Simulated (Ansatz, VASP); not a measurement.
Fe in VASP and in Ansatz

```
Fe
1.0
    -1.44300    1.44300    1.44300
     1.44300   -1.44300    1.44300
     1.44300    1.44300   -1.44300
Fe
1
Direct
  0.00000 0.00000 0.00000
```

Alike in both runs: task single point; functional PBE; k mesh 13 × 13 × 13; occupations gaussian, width 0.026 eV; collinear spin.

|  | VASP | Ansatz |
| --- | --- | --- |
| version | VASP 6.6.1 | Ansatz 0.2.0 |
| potentials or method | VASP PAW PBE potentials, release 64 (Fe), cutoff 520 eV | all-electron LAPW, scalar-relativistic |

Ansatz gave:

```
gap on the k mesh at the Fermi level (eV)                     : none
pressure (GPa)                                                : -9.8
net moment per atom (μB)                                      : 2.24
size of the moment on the site where the two differ most (μB) : 2.31
```

Problem. What did VASP give for the same quantities?

Solution. gap on the k mesh at the Fermi level (eV): none; pressure (GPa): -9.5; net moment per atom (μB): 2.28; size of the moment on the site where the two differ most (μB): 2.29.

Site moments also hang on the region over which each program counts them. A gap of «none» marks a metal or a gap that the smearing closes. Ansatz ran all-electron here, so the differences hold the error of VASP's frozen core and of both bases.
